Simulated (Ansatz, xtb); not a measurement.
C3H6O: which of two isomers lies lower

We compare a, `C=CCO`, a singlet, with b, `CC(C)=O`, a singlet. Both are isolated molecules in the gas phase, relaxed with B3LYP/def2-SVP; each stands in its lowest conformer found.

Quicker runs give these differences E(b) − E(a): GFN2-xTB −22.5 kcal/mol; HF/STO-3G −32.1 kcal/mol (at GFN2-xTB geometries); r2SCAN-D4/def2-SVP −25.2 kcal/mol (at GFN2-xTB geometries).

Problem. Estimate E(b) − E(a) at the level CCSD(T)/def2-TZVP.

Solution. Calculated at CCSD(T)/def2-TZVP: E(b) − E(a) = −22.6 kcal/mol, so structure b lies lower.

Level by level:

| level | geometry | E(b) − E(a) (kcal/mol) | departure from the last row (kcal/mol) | job, with rough time for the two |
| --- | --- | --- | --- | --- |
| GFN2-xTB | GFN2-xTB | −22.5 | +0.2 | optimisation, 0.16 s |
| HF/STO-3G | GFN2-xTB | −32.1 | −9.4 | single point, 0.36 s |
| r2SCAN-D4/def2-SVP | GFN2-xTB | −25.2 | −2.6 | single point, 2.7 s |
| B3LYP/def2-SVP | B3LYP/def2-SVP | −24.1 | −1.4 | optimisation, 28 s |
| HF/def2-TZVP | B3LYP/def2-SVP | −23.7 | −1.1 | part of the CCSD(T) run |
| MP2/def2-TZVP | B3LYP/def2-SVP | −23.4 | −0.7 | part of the CCSD(T) run |
| CCSD(T)/def2-TZVP | B3LYP/def2-SVP | −22.6 |  | single point, 84 s |

As drawn, b has 1 C–C, 1 C=O, 1 C–H in place of 1 C=C, 1 C–O, 1 O–H.

None of the levels shown reverses the order. The largest departure from CCSD(T)/def2-TZVP is that of HF/STO-3G, 9.4 kcal/mol.

With harmonic frequencies from B3LYP/def2-SVP (ideal gas, rigid rotor, one conformer each, 298.15 K, 1 atm): on the last row, ΔE + ΔZPE = −23.8 kcal/mol. A mode under 50 cm⁻¹ makes harmonic enthalpies and free energies unreliable, so none is given.

The correlated steps freeze 4 core orbitals. Codes used: Ansatz 0.2.0, xtb 6.7.1; the last row on 2 threads of AMD EPYC 7R43 64-Core Processor (Zen 3) on a shared host.
